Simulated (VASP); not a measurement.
Input of a VASP 6.6.1 run:

The input INCAR:

```
  ALGO = Normal
  EDIFF = 1E-7
  EDIFFG = -0.002
  ENCUT = 520
  GGA = PE
  IBRION = 2
  ISIF = 3
  ISMEAR = 0
  LASPH = True
  LCHARG = False
  LREAL = False
  LWAVE = False
  NELM = 4
  NSW = 80
  PREC = Accurate
  SIGMA = 0.1
```

KPOINTS

```
k-points
0
Gamma
  16 16 16
```

POSCAR

```
NbC
1.0
    0.0000000000      2.2345500000      2.2345500000
    2.2345500000      0.0000000000      2.2345500000
    2.2345500000      2.2345500000      0.0000000000
Nb C
1 1
Direct
    0.0000000000      0.0000000000      0.0000000000
    0.5000000000      0.5000000000      0.5000000000
```

Potentials or basis: VASP PAW PBE potentials, release 64 (Nb_sv, C).

Run with:

```sh
$ cat potpaw_PBE.64/Nb_sv/POTCAR potpaw_PBE.64/C/POTCAR > POTCAR
$ mpirun -np 1 vasp_std > vasp.out
```

Problem. Estimate the relaxed volume.

Solution. 11.26 Å³/atom.

Problem. Predict the relaxed cell.

Solution. a = 3.170 Å, b = 3.170 Å, c = 3.170 Å, α = 60.00°, β = 60.00°, γ = 60.00°.

Problem. What does it give for the band gap on the k mesh?

Solution. None (metal or under the smearing width).

Problem. Estimate the space group after relaxing (to 0.05 Å).

Solution. Fm-3m (No. 225).

Final structure:
```yaml
crystal:
  lattice:
    - [0.00000, 2.24139, 2.24139]
    - [2.24139, 0.00000, 2.24139]
    - [2.24139, 2.24139, 0.00000]
  atoms:
    - { symbol: Nb, position: [0.00000, 0.00000, 0.00000] }
    - { symbol: C, position: [0.50000, 0.50000, 0.50000] }
```

PBE usually gives volumes a little too large and moduli too small. Zero-point motion and thermal expansion aren't in these numbers.
